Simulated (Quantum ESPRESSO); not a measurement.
Crystal: Ge.

```
CELL_PARAMETERS angstrom
3.99759 0.00000 0.00000
-1.99879 3.46201 0.00000
0.00000 0.00000 6.59938
ATOMIC_POSITIONS crystal
Ge 0.33333 0.66667 0.93710
Ge 0.66667 0.33333 0.43710
Ge 0.33333 0.66667 0.56290
Ge 0.66667 0.33333 0.06290
```

This isn't the form of Ge at room conditions, which is diamond.

```yaml
Program: Quantum ESPRESSO 7.5
Task: single point
Functional: PBEsol
Potentials_or_basis: GBRV 1.5 PBEsol
Cutoff: 612 eV
Density_cutoff: 4898 eV
k_mesh: 8 × 8 × 4
Occupations: fermi-dirac, width 0.05 eV
Spin: no spin polarisation
```

On this cell: pressure -0.3 GPa; largest force 0.004 eV/Å; band gap on the k mesh 0.11 eV, indirect (least direct gap 0.17 eV).

The same run follows on a disturbed copy (atoms moved at random, drawn with an rms of 0.05 Å):

```
Ge
1.0
     3.99759    0.00000    0.00000
    -1.99879    3.46201    0.00000
     0.00000    0.00000    6.59938
Ge
4
Direct
  0.32803 0.66489 0.93959
  0.67763 0.33919 0.43330
  0.34363 0.67052 0.56725
  0.67313 0.32691 0.06117
```

Q: What does the disturbed cell give?

A: The energy moves by +7.7 meV/atom; pressure -0.2 GPa; largest force 0.628 eV/Å; band gap on the k mesh 0.10 eV, indirect (least direct gap 0.12 eV).

Forces in eV/Å, atoms in the order of the input:
```
Ge   0.599 -0.136 -0.128
Ge   0.029 -0.082  0.392
Ge  -0.043  0.063 -0.380
Ge  -0.585  0.155  0.117
```

Stress tensor (GPa, compression positive):
```
-0.38  0.72 -0.55
 0.72 -0.16  0.19
-0.55  0.19 -0.05
```

A k mesh can miss the band edges.
